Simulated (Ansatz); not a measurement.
`[OH][Ge][F]` + `CC(C)(C)O` → `CC(C)(C)[O][Ge][F]` + H₂O  (ligand exchange at a Ge–O bond)

Gas-phase electronic energies from Ansatz, PBE0-D4/def2-TZVP geometries. CCSD(T)/CBS is the MP2 limit (def2-TZVPP, def2-QZVPP) plus CCSD(T) − MP2 in def2-TZVPP, frozen cores. This one scheme is used for every species. DFT in def2-TZVPP. For Ge outer-core shells are correlated without core-valence functions, which leaves a few kJ/mol of doubt a bond. Scalar relativity is left out up to krypton. Each species was taken in one conformer, which may not be the lowest.

```csv
species,revPBE energy (Eh)
`[OH][Ge][F]`,-2252.60794
`CC(C)(C)O`,-233.68900
`CC(C)(C)[O][Ge][F]`,-2409.85219
H₂O,-76.44013
```

(1) Work out ΔE.

Largest T1 diagnostic among the species: 0.015.

Results:

(1) ΔE = (-2409.85219) + (-76.44013) − (-2252.60794) − (-233.68900) = 0.00462 Eh = +2.9 kcal/mol. CCSD(T)/CBS gives -1.1 kcal/mol.

Leaving LDA and LC-ωPBE aside and taking each functional with its dispersion term where it has one, the values, not all of them listed here, spread over 2.3 kcal/mol, from BLYP-D4 to B2PLYP. LDA lies −1.6 kcal/mol from PBE without D4. In def2-TZVPP, CCSD(T) changes the Hartree–Fock value by −3.7 kcal/mol (the triples alone add −0.8 kcal/mol) and MP2 by −4.2 kcal/mol. The D4 term adds −3.2 kcal/mol with B3LYP and −1.9 kcal/mol with PBE0; it sums over pairs of atoms, weighted by their polarisabilities, and B3LYP, whose exchange is more repulsive, gets the larger term.

B3LYP here is the variant with VWN-RPA as its local correlation; programs differ in this.
